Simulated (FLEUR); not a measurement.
Crystal: V.

```
V
1.0
     2.60429    0.00000    0.00000
    -1.30215    2.25538    0.00000
     0.00000    0.00000    4.72334
V
2
Cartesian
  0.0000 1.5036 1.1808
  1.3021 0.7518 3.5425
```

This isn't the form of V at room conditions, which is bcc.

Base run:

```yaml
Program: FLEUR MaX-R8.1 (later development tree)
Functional: LDA
Potentials_or_basis: all-electron
Basis: FLAPW
Kmax: 4.34 1/bohr
k_mesh: 10 × 10 × 5
Occupations: fermi-dirac, width 0.05 eV
Spin: collinear spin, ferromagnetic start
Starting_moments: "[2.0, 2.0] μB"
Hubbard_terms: V d U = 2 eV
```

Its results: band gap on the k mesh none (metal or under the smearing width); net moment 0.00 μB per cell.

Task: The run is repeated on the same cell with these changes: hubbard terms from V d U = 2 eV to V d U = 4 eV. What comes out?

Result: Band gap on the k mesh none (metal or under the smearing width); net moment 1.90 μB per cell; site moments V +0.82 μB.

Caveats: the U is typed as a test and isn't derived for this compound.
